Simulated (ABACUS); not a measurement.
## ZnS (Wurtzite-4H) in ABACUS: the effect of functional

The system is ZnS (Wurtzite-4H).

```xyz
8
Lattice="3.8480 0.0000 0.0000 -1.9240 3.3325 0.0000 0.0000 0.0000 12.6029" Properties=species:S:1:pos:R:3 pbc="T T T"
Zn    1.9240    1.1108    9.4522
Zn    0.0000    2.2217    3.1507
Zn    0.0000    0.0000    6.3015
Zn    0.0000    0.0000    0.0000
S     1.9240    1.1108   11.8152
S     0.0000    2.2217    5.5138
S     0.0000    0.0000    8.6645
S     0.0000    0.0000    2.3630
```

The cell isn't the ideal one: volume scaled by 1.02.

Alike in all runs:

| Item | Value |
| --- | --- |
| Program | ABACUS 3.10.1 |
| Task | equation of state |
| Potentials or basis | SG15 ONCV 1.2 PBE |
| Cutoff | 1361 eV |
| Density cutoff | 5442 eV |
| Basis | DZP LCAO (the cutoffs set its grid) |
| k mesh | 6 × 6 × 2 |
| Occupations | fermi-dirac, width 0.05 eV |
| Spin | no spin polarisation |

Problem. One run gave: gap on the mesh 2.11 eV; pressure 4.2 GPa. Which functional did it use?
A. PBE
B. PBEsol
C. BLYP
D. SCAN
E. PW91

Solution. C.

```csv
functional,gap on the mesh (eV),pressure (GPa)
LDA,1.78,-5.3
PBE,2.16,1.2
PBEsol,2.00,-2.2
PW91,2.13,1.0
BLYP,2.11,4.2
SCAN,2.65,-1.2
```

Caveats: the atomic orbitals were generated for these runs and aren't a published set; the basis of atomic orbitals isn't converged, which shifts pressures, moduli and gaps; the potentials were made for another functional, which shifts forces and pressure (some runs).

